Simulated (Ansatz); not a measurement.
Write a Python script for the Ansatz DFT code, driven from Python that makes a charge-density difference against the sublattices of InSb3, space group Fm-3m. Level of theory (first run): LDA, PAW, cutoff 460 eV, 4×4×4 k-points, Fermi-Dirac smearing of 0.1 eV.

```xyz
4
Lattice="0.0000 3.7946 3.7946 3.7946 0.0000 3.7946 3.7946 3.7946 0.0000" Properties=species:S:1:pos:R:3 pbc="T T T"
In    0.0000    0.0000    0.0000
Sb    1.8973    1.8973    1.8973
Sb    5.6918    5.6918    5.6918
Sb    3.7946    3.7946    3.7946
```

Script `insb3_drho.py`:
```python
import warnings

import ansatz as az
import numpy as np

vectors0 = np.array([
    [0.0, 3.79455, 3.79455],
    [3.79455, 0.0, 3.79455],
    [3.79455, 3.79455, 0.0],
])
sites = [
    ("In", (0.0, 0.0, 0.0)),
    ("Sb", (0.25, 0.25, 0.25)),
    ("Sb", (0.75, 0.75, 0.75)),
    ("Sb", (0.5, 0.5, 0.5)),
]


def build(cell):
    crystal = az.Crystal(lattice=az.Lattice.of(cell))
    for symbol, position in sites:
        crystal = crystal.atom(symbol, position)
    return crystal


def main() -> None:
    warnings.simplefilter("ignore", az.DeckWarning)

    def solve(crystal):
        return (
            crystal.calculation()
            .occupations("fermi_dirac")
            .functional("lda")
            .basis(460, grid_basis="typed")
            .kpoints(4, 4, 4)
            .density()
            .run(threads=1)
        )


    whole = solve(build(vectors0))
    difference = whole.density().channels[0].density_e_per_ang3.copy()
    binding = whole.report["free_energy_ev"]
    for element in ["In", "Sb"]:
        part = az.Crystal(lattice=az.Lattice.of(vectors0))
        for symbol, position in sites:
            if symbol == element:
                part = part.atom(symbol, position)
        alone = solve(part)
        difference -= alone.density().channels[0].density_e_per_ang3
        binding -= alone.report["free_energy_ev"]
        print(f"{element} sublattice: {alone.report['n_electrons']:g} electrons, {alone.report['n_iterations']} iterations")

    voxel = abs(np.linalg.det(vectors0)) / difference.size
    print(f"energy of the crystal less its unpolarised sublattices: {binding / len(sites):.4f} eV/atom")
    print(f"net charge of the difference {difference.sum() * voxel:.5f} e, charge rearranged {0.5 * np.abs(difference).sum() * voxel:.3f} e")
    print(f"extremes {difference.min():.4f} and {difference.max():.4f} e/A^3")
    for (symbol, position) in sites:
        index = tuple(int(round(p * n)) % n for p, n in zip(position, difference.shape))
        print(f"  change of the pseudo-density at the grid point nearest {symbol}: {difference[index]:+.4f} e/A^3")
    profile = difference.mean(axis=(0, 1))
    print("planar mean along the third vector:", np.round(profile[:: max(len(profile) // 12, 1)], 4))


if __name__ == "__main__":
    main()
```

```console
$ python insb3_drho.py
In sublattice: 13 electrons, 7 iterations
Sb sublattice: 45 electrons, 6 iterations
energy of the crystal less its unpolarised sublattices: -0.6984 eV/atom
net charge of the difference 0.00000 e, charge rearranged 0.404 e
extremes -0.0334 and 0.0858 e/A^3
  change of the pseudo-density at the grid point nearest In: +0.0858 e/A^3
  change of the pseudo-density at the grid point nearest Sb: +0.0153 e/A^3
  change of the pseudo-density at the grid point nearest Sb: +0.0153 e/A^3
  change of the pseudo-density at the grid point nearest Sb: +0.0269 e/A^3
planar mean along the third vector: [ 0.0007  0.0002  0.0007  0.0025  0.0014 -0.0018 -0.0029 -0.0028 -0.0024
  0.0003  0.0025  0.0014  0.0001  0.0006]
```

Reading the output:
- For a metal this k-point mesh is coarse: on a finer one energies can move by several to tens of meV an atom and pressures by half a GPa or more, differences at one mesh by less.
- The fields are valence quantities on the plane-wave grid; their values near the nuclei depend on the potentials.
- This cell is a computed structure, which may not be the phase found in nature.
- Charge moved counts every rearrangement, bonding and polarisation too, and is no transfer between atoms; the bare sublattices are artificial references. Values near the nuclei depend on the potentials.
- Wall time of the script: 4.7 s on 1 thread of Arm Neoverse V1, with other jobs on the host, peak memory 0.42 GiB.
